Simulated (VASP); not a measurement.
Here is a VASP 6.6.1 calculation.

Contents of POSCAR:

```
Na
1.0
    7.0233428623      0.0000000000      0.0000000000
    0.0000000000      7.0233428623      0.0000000000
    0.0000000000      0.0000000000      7.0233428623
Na
1
Direct
    0.0000000000      0.0000000000      0.0000000000
```

INCAR.step1

```
SYSTEM = Na
ALGO = Normal ; EDIFF = 1E-4
ENCUT = 520 ; GGA = PE
ISMEAR = 0 ; LASPH = .True.
LCHARG = .False. ; LREAL = .False.
LWAVE = .True. ; NBANDS = 10
NELM = 100 ; PREC = Accurate
SIGMA = 0.15
```

File INCAR.step2:

```
SYSTEM = Na
ALGO = Normal ; EDIFF = 1E-7
ENCUT = 520 ; ISIF = 2
ISMEAR = 0 ; ISTART = 1
LASPH = .True. ; LCHARG = .False.
LMIXTAU = .True. ; LREAL = .False.
LWAVE = .False. ; METAGGA = R2SCAN
NBANDS = 10 ; NELM = 100
PREC = Accurate ; SIGMA = 0.15
```

Contents of KPOINTS:

```
k-points
0
Gamma
  8 8 8
  0 0 0
```

Potentials or basis: VASP PAW PBE potentials, release 64 (Na_pv).

The run is started by

```bash
$ cat potpaw_PBE.64/Na_pv/POTCAR > POTCAR
$ cp INCAR.step1 INCAR
$ mpirun -np 1 vasp_std > vasp.out
$ cp INCAR.step2 INCAR
$ mpirun -np 1 vasp_std > vasp.out
```

(1) Estimate the pressure.

(2) Estimate the band gap on the k mesh.

Results:

(1) -0.1 GPa.

(2) none (metal or under the smearing width).

Caveat: the PAW data sets were made with another functional, which shifts forces and pressure a little.
